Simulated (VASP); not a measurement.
A run of VASP 6.6.1 is set up as follows.

File run.py:

```python
from ase.calculators.vasp import Vasp
from ase.dft.bandgap import bandgap
from ase.io import read

atoms = read('Tc.cif', primitive_cell=True, subtrans_included=False)
calc = Vasp(
    directory='calc',
    xc='lda',
    pp='LDA',
    setups='gw',
    prec='Accurate',
    encut=550,
    ediff=1e-07,
    ismear=0,
    sigma=0.05,
    lreal=False,
    lasph=True,
    nelm=60,
    algo='Normal',
    isif=2,
    lwave=False,
    lcharg=False,
    kpts=[11, 11, 6],
    gamma=True,
)
atoms.calc = calc

print('energy (eV):', atoms.get_potential_energy())
print('free energy (eV):', atoms.get_potential_energy(force_consistent=True))
print('forces (eV/A):')
print(atoms.get_forces())
print('stress (eV/A^3, Voigt):', atoms.get_stress())
print('Fermi level (eV):', calc.get_fermi_level())
gap, top, bottom = bandgap(calc)
print('band gap (eV):', gap, 'from (spin, k, band)', top, 'to', bottom)
```

The input Tc.cif:

```cif
data_Tc
_cell_length_a 2.74000000
_cell_length_b 2.74000000
_cell_length_c 4.39800000
_cell_angle_alpha 90.00000000
_cell_angle_beta 90.00000000
_cell_angle_gamma 120.00000000
_space_group_name_H-M_alt 'P6_3/mmc'
_space_group_name_Hall '-P 6c 2c'
_space_group_IT_number 194
loop_
_space_group_symop_operation_xyz
'x,y,z'
'-x,-y,-z'
'x-y,x,z+1/2'
'-x+y,-x,-z+1/2'
'-y,x-y,z'
'y,-x+y,-z'
'-x,-y,z+1/2'
'x,y,-z+1/2'
'-x+y,-x,z'
'x-y,x,-z'
'y,-x+y,z+1/2'
'-y,x-y,-z+1/2'
'-y,-x,-z+1/2'
'y,x,z+1/2'
'-x,-x+y,-z'
'x,x-y,z'
'-x+y,y,-z+1/2'
'x-y,-y,z+1/2'
'y,x,-z'
'-y,-x,z'
'x,x-y,-z+1/2'
'-x,-x+y,z+1/2'
'x-y,-y,-z'
'-x+y,y,z'
loop_
_atom_site_label
_atom_site_type_symbol
_atom_site_symmetry_multiplicity
_atom_site_Wyckoff_symbol
_atom_site_fract_x
_atom_site_fract_y
_atom_site_fract_z
_atom_site_occupancy
Tc1 Tc 2 c 0.6666666667 0.3333333333 0.7500000000 1
```

Potentials or basis: VASP PAW LDA potentials, release 64 (Tc_sv_GW).

The run is started by

```console
$ python run.py
```

Q: Estimate the band gap on the k mesh.

A: None (metal or under the smearing width).

Q: Predict the pressure.

A: -12.9 GPa.

Stress tensor (GPa, compression positive):
```
-12.98   0.00   0.00
  0.00 -12.98   0.00
  0.00   0.00 -12.82
```
